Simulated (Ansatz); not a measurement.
# Si on Co(0001): change of the work function, part 2 of 4

Aim: the work function of Co(0001) at several coverages of Si (fcc site), and the dipole that each adsorbate carries.

Ansatz 0.2.0; plane-wave DFT, PBE, Ansatz PAW.

So far, work function, upper face (eV): step 2 (the clean slab) 4.93.

### Step 3. The covered slab, k-mesh 4×4×1, coverage 0.111 ML

System of this step: Si/Co(0001). The cell holds 37 atoms: 36 Co and 1 Si. Cell: a = 7.530 Å, b = 7.530 Å, c = 25.991 Å, α = 90.0°, β = 90.0°, γ = 60.0°. Vacuum lies along c.

The clean slab as it ended is repeated in the plane and the adsorbate is set on one face; the cell's size fixes the coverage, and the k-mesh shrinks with it to keep the sampling density about even. Adsorbate and upper layers relax, since the dipole depends on the height.

input.yaml

```yaml
crystal:
  lattice:
    - [7.53, 0.0, 0.0]
    - [3.765, 6.5211712905, 0.0]
    - [0.0, 0.0, 25.9908585256]
  atoms:
    - { symbol: Co, position: [0.2222222222, 0.2222222222, 0.346275595], spin: 1.82 }
    - { symbol: Co, position: [0.0, 0.0, 0.4245958243], spin: 1.76 }
    - { symbol: Co, position: [0.2222222222, 0.2222222222, 0.5032929981], spin: 1.74 }
    - { symbol: Co, position: [0.0, 0.0, 0.5781433142], spin: 1.79 }
    - { symbol: Co, position: [0.2222222222, 0.5555555556, 0.346275595], spin: 1.82 }
    - { symbol: Co, position: [0.0, 0.3333333333, 0.4245958243], spin: 1.76 }
    - { symbol: Co, position: [0.2222222222, 0.5555555556, 0.5032929981], spin: 1.74 }
    - { symbol: Co, position: [0.0, 0.3333333333, 0.5781433142], spin: 1.79 }
    - { symbol: Co, position: [0.2222222222, 0.8888888889, 0.346275595], spin: 1.82 }
    - { symbol: Co, position: [0.0, 0.6666666667, 0.4245958243], spin: 1.76 }
    - { symbol: Co, position: [0.2222222222, 0.8888888889, 0.5032929981], spin: 1.74 }
    - { symbol: Co, position: [0.0, 0.6666666667, 0.5781433142], spin: 1.79 }
    - { symbol: Co, position: [0.5555555556, 0.2222222222, 0.346275595], spin: 1.82 }
    - { symbol: Co, position: [0.3333333333, 0.0, 0.4245958243], spin: 1.76 }
    - { symbol: Co, position: [0.5555555556, 0.2222222222, 0.5032929981], spin: 1.74 }
    - { symbol: Co, position: [0.3333333333, 0.0, 0.5781433142], spin: 1.79 }
    - { symbol: Co, position: [0.5555555556, 0.5555555556, 0.346275595], spin: 1.82 }
    - { symbol: Co, position: [0.3333333333, 0.3333333333, 0.4245958243], spin: 1.76 }
    - { symbol: Co, position: [0.5555555556, 0.5555555556, 0.5032929981], spin: 1.74 }
    - { symbol: Co, position: [0.3333333333, 0.3333333333, 0.5781433142], spin: 1.79 }
    - { symbol: Co, position: [0.5555555556, 0.8888888889, 0.346275595], spin: 1.82 }
    - { symbol: Co, position: [0.3333333333, 0.6666666667, 0.4245958243], spin: 1.76 }
    - { symbol: Co, position: [0.5555555556, 0.8888888889, 0.5032929981], spin: 1.74 }
    - { symbol: Co, position: [0.3333333333, 0.6666666667, 0.5781433142], spin: 1.79 }
    - { symbol: Co, position: [0.8888888889, 0.2222222222, 0.346275595], spin: 1.82 }
    - { symbol: Co, position: [0.6666666667, 0.0, 0.4245958243], spin: 1.76 }
    - { symbol: Co, position: [0.8888888889, 0.2222222222, 0.5032929981], spin: 1.74 }
    - { symbol: Co, position: [0.6666666667, 0.0, 0.5781433142], spin: 1.79 }
    - { symbol: Co, position: [0.8888888889, 0.5555555556, 0.346275595], spin: 1.82 }
    - { symbol: Co, position: [0.6666666667, 0.3333333333, 0.4245958243], spin: 1.76 }
    - { symbol: Co, position: [0.8888888889, 0.5555555556, 0.5032929981], spin: 1.74 }
    - { symbol: Co, position: [0.6666666667, 0.3333333333, 0.5781433142], spin: 1.79 }
    - { symbol: Co, position: [0.8888888889, 0.8888888889, 0.346275595], spin: 1.82 }
    - { symbol: Co, position: [0.6666666667, 0.6666666667, 0.4245958243], spin: 1.76 }
    - { symbol: Co, position: [0.8888888889, 0.8888888889, 0.5032929981], spin: 1.74 }
    - { symbol: Co, position: [0.6666666667, 0.6666666667, 0.5781433142], spin: 1.79 }
    - { symbol: Si, position: [0.1111111111, 0.1111111111, 0.653724405] }
magnetization:
  spin_polarized: true
kpoints:
  mp_grid: { grid: [4, 4, 1] }
hamiltonian:
  xc: pbe
scf:
  occupations: { method: fermi_dirac, width: 0.1 }
  convergence: { dr2_threshold: 1.0e-08 }
efield:
  axis: 3
  dipole_correction: true
  ramp_position: 0.97
  ramp_width: 0.06
relax:
  f_tol: 0.02
  max_steps: 60
  constraints:
    - { sites: [0, 1, 4, 5, 8, 9, 12, 13, 16, 17, 20, 21, 24, 25, 28, 29, 32, 33] }
output:
  write_potential: true
  write_density: true
  volumetric_format: npy
```

Command:

```sh
$ ansatz run input.yaml --threads 4 --pin off --max-ram 16384MiB --backend cpu --events-out ev --progress --plain --runs-dir out
```

Numbers of over 12 decimals in the logs are rounded to 6 here.

What it wrote:

```text
[...]
Crystal: 37 atoms, lattice volume = 1276.266 Å³
Basis set: ecut = 420 eV, 25023 PW (Γ), exchange–correlation on 108×108×360 points (8 copies of the dense FFT grid, shifted against one another)
Bands: 408, of which v1, the nominal top of the filled ones, is band 308 counted from 1 (307 counted from 0)
Symmetry: 6 space group operations
k-points: 4 of 16 (time reversal used)
[...]
Starting moments: Σ|m| = 63.99 μB on 36 of 37 sites
[...]
SCF iter   1: F=—  HF=-185148.259160 eV  |F-HF|=—  |Δ(HF+E_count)|=         —  Δρ=4.54e-2 (↑1.10e-2 ↓4.54e-2)  dr2=6.44e1  dr2_m=5.11e0  M=62.526 μB ∫|m|=64.828 μB  β_m=1.00  ethr=3.10e-3  p=-0.000 e·Å  D=-6.74e-7 V/Å  ΔV_dip=0.00 eV  dr2_dipole=1.18e0  V_vac-E_F(+/−)=7.38/7.38 eV  ⟨swp⟩=8.6  Hψ=16441  notcnv=0  defer=310
[...]
SCF iter  18: F=-185164.483435 eV  HF=-185164.483435 eV  |F-HF|=2.47e-9  |Δ(HF+E_count)|=   1.89e-8  Δρ=1.66e-7 (↑5.12e-8 ↓1.66e-7)  dr2=8.31e-10  dr2_m=4.86e-11  M=60.654 μB ∫|m|=66.915 μB  ethr=1.43e-12  p=0.037 e·Å  D=5.22e-3 V/Å  ΔV_dip=-0.14 eV  dr2_dipole=1.23e-10  V_vac-E_F(+/−)=4.86/4.99 eV  ⟨swp⟩=8.0  Hψ=16983  notcnv=0
SCF 1 converged in 18 iterations: F = -185164.483435 eV  dr2 = 8.31e-10
[...]
relax step   1: F+E_penalty+E_count = -185164.48343505 eV  Δ(F+E_penalty+E_count) = +0.000e0 eV  max|allowed force component| = 1.812e0 eV/Å  Δτ_max = 0.0000 Å  (18 SCF iters, accepted)
[...]
SCF iter  13: F=-185164.659715 eV  HF=-185164.659715 eV  |F-HF|=1.80e-9  |Δ(HF+E_count)|=   1.07e-8  Δρ=3.52e-7 (↑3.14e-7 ↓3.52e-7)  dr2=4.80e-9  dr2_m=5.79e-10  M=60.610 μB ∫|m|=66.740 μB  ethr=1.45e-12  p=0.036 e·Å  D=5.08e-3 V/Å  ΔV_dip=-0.13 eV  dr2_dipole=3.52e-10  V_vac-E_F(+/−)=4.86/4.99 eV  ⟨swp⟩=6.2  Hψ=20299  notcnv=0
SCF 2 converged in 13 iterations: F = -185164.659715 eV  dr2 = 4.80e-9
relax step   2: F+E_penalty+E_count = -185164.65971543 eV  Δ(F+E_penalty+E_count) = -1.763e-1 eV  max|allowed force component| = 1.080e0 eV/Å  Δτ_max = 0.1134 Å  (13 SCF iters, accepted)
SCF iter   1: F=—  HF=-185164.713128 eV  |F-HF|=—  |Δ(HF+E_count)|=         —  Δρ=1.59e-3 (↑1.25e-3 ↓1.59e-3)  dr2=4.09e-2  dr2_m=1.84e-2  M=60.527 μB ∫|m|=66.556 μB  β_m=1.00  ethr=4.19e-5  p=0.036 e·Å  D=5.08e-3 V/Å  ΔV_dip=-0.13 eV  dr2_dipole=1.89e-3  V_vac-E_F(+/−)=4.86/4.99 eV  ⟨swp⟩=4.8  Hψ=9165  notcnv=0  defer=396
[...]
SCF iter  13: F=-185164.736513 eV  HF=-185164.736513 eV  |F-HF|=5.91e-9  |Δ(HF+E_count)|=   3.17e-8  Δρ=6.50e-7 (↑2.12e-7 ↓6.50e-7)  dr2=9.95e-9  dr2_m=1.02e-9  M=60.529 μB ∫|m|=66.521 μB  ethr=1.00e-12  p=0.041 e·Å  D=5.86e-3 V/Å  ΔV_dip=-0.15 eV  dr2_dipole=7.84e-10  V_vac-E_F(+/−)=4.84/4.99 eV  ⟨swp⟩=5.6  Hψ=18567  notcnv=0
SCF 3 converged in 13 iterations: F = -185164.736513 eV  dr2 = 9.95e-9
[...]
relax step   3: F+E_penalty+E_count = -185164.73651270 eV  Δ(F+E_penalty+E_count) = -7.680e-2 eV  max|allowed force component| = 2.708e-1 eV/Å  Δτ_max = 0.1427 Å  (13 SCF iters, accepted)
[...]
relax step   4: F+E_penalty+E_count = -185164.74176179 eV  Δ(F+E_penalty+E_count) = -5.249e-3 eV  max|allowed force component| = 4.602e-2 eV/Å  Δτ_max = 0.0199 Å  (12 SCF iters, accepted)
SCF iter   1: F=—  HF=-185164.742740 eV  |F-HF|=—  |Δ(HF+E_count)|=         —  Δρ=2.29e-4 (↑1.93e-4 ↓2.29e-4)  dr2=5.50e-4  dr2_m=4.14e-4  M=60.562 μB ∫|m|=66.565 μB  β_m=1.00  ethr=1.77e-6  p=0.039 e·Å  D=5.59e-3 V/Å  ΔV_dip=-0.15 eV  dr2_dipole=5.56e-6  V_vac-E_F(+/−)=4.85/4.99 eV  ⟨swp⟩=3.4  Hψ=6288  notcnv=0  defer=398
[...]
SCF iter  11: F=-185164.742288 eV  HF=-185164.742288 eV  |F-HF|=2.85e-9  |Δ(HF+E_count)|=   3.35e-9  Δρ=3.35e-7 (↑7.56e-8 ↓3.35e-7)  dr2=1.92e-9  dr2_m=2.74e-10  M=60.565 μB ∫|m|=66.567 μB  ethr=1.00e-12  p=0.039 e·Å  D=5.54e-3 V/Å  ΔV_dip=-0.14 eV  dr2_dipole=1.67e-13  V_vac-E_F(+/−)=4.85/4.99 eV  ⟨swp⟩=6.0  Hψ=16084  notcnv=0
SCF 5 converged in 11 iterations: F = -185164.742288 eV  dr2 = 1.92e-9
relax step   5: F+E_penalty+E_count = -185164.74228846 eV  Δ(F+E_penalty+E_count) = -5.267e-4 eV  max|allowed force component| = 3.296e-3 eV/Å  Δτ_max = 0.0060 Å  (11 SCF iters, accepted)
NSCF: frozen V_eff on 4 k-points
[...]
SCF converged after 11 iterations
Magnetization: 60.5647 μB (338.2823 up, 277.7177 down)
Absolute magnetization: 66.5849 μB (∫|ρ↑−ρ↓|, with the PAW one-centre terms)
[...]
Per-site moments (μB) at R_I (Å): [(1.828059, 1.030734), (1.759841, 1.029467), (1.734068, 0.999578), (1.414744, 0.931322), (1.828957, 1.030734), (1.759841, 1.029467), (1.738310, 0.998287), (1.414744, 0.931322), (1.828059, 1.030734), (1.757038, 1.028758), (1.734068, 0.999578), (1.792493, 0.998287), (1.828957, 1.030734), (1.759841, 1.029467), (1.738310, 0.998287), (1.414744, 0.931322), (1.828957, 1.030734), (1.761810,  [...]
Free energy (F): -185164.742288 eV
[...]
Internal energy: -185163.463055 eV  (E = F + TS)
E sigma→0 (E₀):  -185164.102672 eV
Entropy (-TS):   -1.279233 eV (-34.574 meV/atom)
Fermi energy:    2.569789 eV
Dipole field:    D = 0.005538 V/Å  (p = 0.039059 e·Å, saw-weighted, corrected)
Work function:   Φ+ = 4.8476 eV   Φ− = 4.9915 eV
[...]
--- Forces (eV/Å), atoms counted from 1 ---
  atom   1  Co    -0.00365791    -0.00211190     0.48304338
  atom   2  Co     0.00144746     0.00083569    -0.49128110
  atom   3  Co     0.00285461     0.00164811    -0.00138888
  atom   4  Co     0.00134105     0.00077425     0.00262388
  atom   5  Co     0.00323721    -0.00186901     0.46788443
  atom   6  Co    -0.00000000    -0.00167138    -0.49128110
  atom   7  Co    -0.00033109     0.00019115    -0.00067499
  atom   8  Co    -0.00000000    -0.00154851     0.00262388
  atom   9  Co     0.00000000     0.00422379     0.48304338
  atom  10  Co     0.03060793    -0.01767150    -0.48947676
  atom  11  Co     0.00000000    -0.00329622    -0.00138888
  atom  12  Co     0.00091692    -0.00052938     0.00026170
  atom  13  Co     0.00000000     0.00373801     0.46788443
  atom  14  Co    -0.00144746     0.00083569    -0.49128110
  atom  15  Co     0.00000000    -0.00038231    -0.00067499
  atom  16  Co    -0.00134105     0.00077425     0.00262388
  atom  17  Co    -0.00323721    -0.00186901     0.46788443
  atom  18  Co    -0.02657850    -0.01534510    -0.46142647
  atom  19  Co     0.00033109     0.00019115    -0.00067499
  atom  20  Co    -0.00037636    -0.00021729     0.00035097
  atom  21  Co    -0.00633972     0.00366024     0.49203126
  atom  22  Co    -0.00000000     0.03069020    -0.46142647
  atom  23  Co     0.00069752    -0.00040271    -0.00173085
  atom  24  Co    -0.00000000     0.00043458     0.00035097
  atom  25  Co     0.00365791    -0.00211190     0.48304338
  atom  26  Co    -0.00000000     0.03534299    -0.48947676
  atom  27  Co    -0.00285461     0.00164811    -0.00138888
  atom  28  Co    -0.00000000     0.00105876     0.00026170
  atom  29  Co     0.00000000    -0.00732048     0.49203126
  atom  30  Co     0.02657850    -0.01534510    -0.46142647
  atom  31  Co     0.00000000     0.00080542    -0.00173085
  atom  32  Co     0.00037636    -0.00021729     0.00035097
  atom  33  Co     0.00633972     0.00366024     0.49203126
  atom  34  Co    -0.03060793    -0.01767150    -0.48947676
  atom  35  Co    -0.00069752    -0.00040271    -0.00173085
  atom  36  Co    -0.00091692    -0.00052938     0.00026170
  atom  37  Si     0.00000000    -0.00000000    -0.00066050
  max |Σ_I F_I| component: 1.07e-5 eV/Å
--- Band table (eV; the first three rows and the last of 8) ---
  k-point 0 ↑: bands = [... 304 lower, 1.4119, 1.4119, 1.4173, 1.4197, 1.4285, 1.4322, 1.4322, 1.4478, ... 96 higher]
  k-point 1 ↑: bands = [... 304 lower, 1.4162, 1.4304, 1.4353, 1.4399, 1.4904, 1.4956, 1.5045, 1.5048, ... 96 higher]
  k-point 2 ↑: bands = [... 304 lower, 1.4554, 1.4754, 1.4860, 1.4879, 1.5052, 1.5102, 1.5145, 1.5190, ... 96 higher]
  k-point 3 ↓: bands = [... 304 lower, 3.3555, 3.3912, 3.4260, 3.4483, 3.4630, 3.4778, 3.4838, 3.4855, ... 96 higher]
--- Relaxed structure (5 steps of the walk, 5 accepted, 0 SCFs on fresh bases) ---
  F+E_penalty+E_count = -185164.74228846 eV   max|allowed force component| = 3.296e-3 eV/Å
  atoms:
    - { symbol: Co, position: [0.222222, 0.222222, 0.346275595] }
    - { symbol: Co, position: [1.1111101403313757e-11, 1.111110140331376e-11, 0.424596] }
    - { symbol: Co, position: [0.222156, 0.222156, 0.503435] }
    - { symbol: Co, position: [-0.00265007, -0.00265007, 0.579089] }
    - { symbol: Co, position: [0.222222, 0.555556, 0.346275595] }
    - { symbol: Co, position: [1.1111056519297335e-11, 0.333333, 0.424596] }
    - { symbol: Co, position: [0.222729, 0.555302, 0.503148] }
    - { symbol: Co, position: [-0.00265007, 0.338633, 0.579089] }
    - { symbol: Co, position: [0.222222, 0.888889, 0.346275595] }
    - { symbol: Co, position: [-2.2222335083199596e-11, 0.666667, 0.424596] }
    - { symbol: Co, position: [0.222156, 0.889021, 0.503435] }
    - { symbol: Co, position: [-0.000224727, 0.666779, 0.577585] }
    - { symbol: Co, position: [0.555556, 0.222222, 0.346275595] }
    - { symbol: Co, position: [0.333333, 1.111110140331376e-11, 0.424596] }
    - { symbol: Co, position: [0.555302, 0.222729, 0.503148] }
    - { symbol: Co, position: [0.338633, -0.00265007, 0.579089] }
    - { symbol: Co, position: [0.555556, 0.555556, 0.346275595] }
    - { symbol: Co, position: [0.333333, 0.333333, 0.424596] }
    - { symbol: Co, position: [0.555302, 0.555302, 0.503148] }
    - { symbol: Co, position: [0.332916, 0.332916, 0.578290] }
    - { symbol: Co, position: [0.555556, 0.888889, 0.346275595] }
    - { symbol: Co, position: [0.333333, 0.666667, 0.424596] }
    - { symbol: Co, position: [0.555858, 0.888738, 0.502717] }
    - { symbol: Co, position: [0.332916, 0.667501, 0.578290] }
    - { symbol: Co, position: [0.888889, 0.222222, 0.346275595] }
    - { symbol: Co, position: [0.666667, -2.222223468803195e-11, 0.424596] }
    - { symbol: Co, position: [0.889021, 0.222156, 0.503435] }
    - { symbol: Co, position: [0.666779, -0.000224727, 0.577585] }
    - { symbol: Co, position: [0.888889, 0.555556, 0.346275595] }
    - { symbol: Co, position: [0.666667, 0.333333, 0.424596] }
    - { symbol: Co, position: [0.888738, 0.555858, 0.502717] }
    - { symbol: Co, position: [0.667501, 0.332916, 0.578290] }
    - { symbol: Co, position: [0.888889, 0.888889, 0.346275595] }
    - { symbol: Co, position: [0.666667, 0.666667, 0.424596] }
    - { symbol: Co, position: [0.888738, 0.888738, 0.502717] }
    - { symbol: Co, position: [0.666779, 0.666779, 0.577585] }
    - { symbol: Si, position: [0.111111, 0.111111, 0.644565] }
```

Run time: 27 min. Hardware: 4 threads of Arm Neoverse V1, shared host; peak memory 10 GiB.

Step by step:

| step | energy less that of the first step (eV) | largest force component (eV/Å) |
| --- | --- | --- |
| 1 | 0.0000 | 1.8120 |
| 2 | -0.1763 | 1.0800 |
| 3 | -0.2531 | 0.2708 |
| 4 | -0.2583 | 0.0460 |
| 5 | -0.2589 | 0.0033 |

The run keeps the 6 symmetry operations that it works with, so distortions that break them were not tested.

The atoms that moved most (Å):

| atom | dx | dy | dz | length |
| --- | --- | --- | --- | --- |
| Si37 | 0.000 | 0.000 | -0.238 | 0.238 |
| Co8 | 0.000 | 0.035 | 0.025 | 0.042 |
| Co4 | -0.030 | -0.017 | 0.025 | 0.042 |
| Co16 | 0.030 | -0.017 | 0.025 | 0.042 |
| Co31 | 0.000 | 0.002 | -0.015 | 0.015 |
| Co23 | 0.002 | -0.001 | -0.015 | 0.015 |
| Co35 | -0.002 | -0.001 | -0.015 | 0.015 |
| Co12 | -0.001 | 0.001 | -0.015 | 0.015 |

Final coordinates:

```cif
data_structure
_symmetry_space_group_name_H-M 'P 1'
_symmetry_Int_Tables_number 1
_cell_length_a 7.5300
_cell_length_b 7.5300
_cell_length_c 25.9909
_cell_angle_alpha 90.000
_cell_angle_beta 90.000
_cell_angle_gamma 60.000
_cell_volume 1276.27
loop_
_atom_site_label
_atom_site_type_symbol
_atom_site_fract_x
_atom_site_fract_y
_atom_site_fract_z
_atom_site_occupancy
Co1 Co 0.22222 0.22222 0.34628 1
Co2 Co 0.00000 0.00000 0.42460 1
Co3 Co 0.22216 0.22216 0.50343 1
Co4 Co 0.99735 0.99735 0.57909 1
Co5 Co 0.22222 0.55556 0.34628 1
Co6 Co 0.00000 0.33333 0.42460 1
Co7 Co 0.22273 0.55530 0.50315 1
Co8 Co 0.99735 0.33863 0.57909 1
Co9 Co 0.22222 0.88889 0.34628 1
Co10 Co 0.00000 0.66667 0.42460 1
Co11 Co 0.22216 0.88902 0.50343 1
Co12 Co 0.99978 0.66678 0.57758 1
Co13 Co 0.55556 0.22222 0.34628 1
Co14 Co 0.33333 0.00000 0.42460 1
Co15 Co 0.55530 0.22273 0.50315 1
Co16 Co 0.33863 0.99735 0.57909 1
Co17 Co 0.55556 0.55556 0.34628 1
Co18 Co 0.33333 0.33333 0.42460 1
Co19 Co 0.55530 0.55530 0.50315 1
Co20 Co 0.33292 0.33292 0.57829 1
Co21 Co 0.55556 0.88889 0.34628 1
Co22 Co 0.33333 0.66667 0.42460 1
Co23 Co 0.55586 0.88874 0.50272 1
Co24 Co 0.33292 0.66750 0.57829 1
Co25 Co 0.88889 0.22222 0.34628 1
Co26 Co 0.66667 0.00000 0.42460 1
Co27 Co 0.88902 0.22216 0.50343 1
Co28 Co 0.66678 0.99978 0.57758 1
Co29 Co 0.88889 0.55556 0.34628 1
Co30 Co 0.66667 0.33333 0.42460 1
Co31 Co 0.88874 0.55586 0.50272 1
Co32 Co 0.66750 0.33292 0.57829 1
Co33 Co 0.88889 0.88889 0.34628 1
Co34 Co 0.66667 0.66667 0.42460 1
Co35 Co 0.88874 0.88874 0.50272 1
Co36 Co 0.66678 0.66678 0.57758 1
Si37 Si 0.11111 0.11111 0.64456 1
```

Numbers from this step:

```yaml
energy_at_zero_smearing: -185164.1027 eV
total_moment: 60.56 μB
work_function_upper_face: 4.848 eV
work_function_lower_face: 4.992 eV
dipole_along_the_normal: 0.03906 e·Å
step_between_the_vacuum_levels: -0.1439 eV
```

Running mean over 2.03561 Å of the planar mean; the ramp of the sawtooth is left out. Electron's electrostatic potential energy less the Fermi level against z:

| z (Å) | electron's electrostatic potential energy less the Fermi level (eV) |
| --- | --- |
| 4 | 4.99 |
| 5 | 4.99 |
| 6 | 4.93 |
| 7 | 4.20 |
| 8 | -3.45 |
| 9 | -10.3 |
| 10 | -10.5 |
| 11 | -10.6 |
| 12 | -10.5 |
| 13 | -10.6 |
| 14 | -11.4 |
| 15 | -10.5 |
| 16 | -4.99 |
| 17 | 2.40 |
| 18 | 4.11 |
| 19 | 4.78 |
| 20 | 4.84 |
| 21 | 4.85 |
| 22 | 4.85 |

Site moment by element, in μB:

| element | atoms | mean | spread (r.m.s.) | least | largest |
| --- | --- | --- | --- | --- | --- |
| Co | 36 | 1.75 | 0.11 | 1.41 | 1.83 |
| Si | 1 | -0.06 | 0.00 | -0.06 | -0.06 |

The atoms farthest from the mean of their element:

| atom | x, y, z (Å) | site moment (μB) |
| --- | --- | --- |
| Co8 | 1.26, 2.21, 15.05 | 1.41 |
| Co4 | -0.03, -0.02, 15.05 | 1.41 |
| Co16 | 2.54, -0.02, 15.05 | 1.41 |
| Co5 | 3.76, 3.62, 9.00 | 1.83 |
| Co17 | 6.28, 3.62, 9.00 | 1.83 |
| Co13 | 5.02, 1.45, 9.00 | 1.83 |
| Co1 | 2.51, 1.45, 9.00 | 1.83 |
| Co25 | 7.53, 1.45, 9.00 | 1.83 |

The relaxation took 5 steps and lowered the energy by 0.26 eV; the largest force on the free atoms ends at 0.0033 eV/Å.

The covered face has 4.85 eV, -0.08 eV against the clean one; the bare back face has moved by +0.00 eV, a measure of how thin the slab is.

[end of part 2 of 4]

[Logs are printed without paths, hosts, clocks, repeated set-up lines and the standing remarks that a program may print on its own settings, such as how far it seeks lower states.]

[Hosts, paths, dates, database ids (printed as entryN), source tags and the programs' standing remarks are cut or masked in the printed files.]

[Maps of the electrostatic potential energy from Ansatz leave out the sawtooth potential of an applied field or a dipole correction, so their vacuum need not be flat; planar profiles and work functions include it.]
